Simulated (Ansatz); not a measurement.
# C: the cost of one run

Method: DFT PBE+D3(BJ), scalar-relativistic, plane waves, PAW, in Ansatz 0.2.0.

### Step 1. Starting point

It takes space group P6/mmm (No. 191, hexagonal). The conventional cell has a = 2.456 Å, b = 2.456 Å, c = 17.000 Å, α = 90.00°, β = 90.00°, γ = 120.00°. C (site symmetry -6m2) has 3 C at 1.42 Å as nearest neighbours.

Coordinates:

```
CELL_PARAMETERS angstrom
2.45610 0.00000 0.00000
-1.22805 2.12706 0.00000
0.00000 0.00000 17.00000
ATOMIC_POSITIONS crystal
C 0.08338 0.16676 0.50000
C 0.41662 0.83324 0.50000
```

Free-standing sheet.

### Step 2. Relaxing the sheet and its cell in the plane

input.yaml reads:

```yaml
crystal:
  lattice:
    - [2.45609594, 0.0, 0.0]
    - [-1.22804797, 2.12706182, 0.0]
    - [0.0, 0.0, 17.0]
  atoms:
    - { symbol: C, position: [0.08337946, 0.16675892, 0.5] }
    - { symbol: C, position: [0.41662054, 0.83324108, 0.5] }
basis:
  ecutwfc: 600.0
  fft_grid_basis: typed
kpoints:
  mp_grid: { grid: [15, 15, 1] }
hamiltonian:
  xc: pbe
  dispersion: d3bj
  pseudopotentials: { kind: paw }
scf:
  occupations: { method: gaussian, width: 0.05 }
output:
  forces: true
  eigenvalues: true
  stress: true
efield:
  axis: 3
  dipole_correction: true
  ramp_width: 0.04
relax:
  adjacent_minimum: "off"
  f_tol: 0.02
  max_steps: 60
  cell: { fix: [c, alpha, beta], stress_tol: 0.05 }
```

Run with:

```bash
> ansatz run input.yaml --threads 2 --pin off --max-ram 4423MiB --backend cpu --events-out ev --progress --plain --runs-dir out
```

**Question.** How long does this run take on 2 threads of Intel Xeon Platinum 8259CL at 2.50GHz (Skylake/Cascade Lake), shared host, and how much memory does it need?

About 22 s, with a peak of 0.54 GiB.
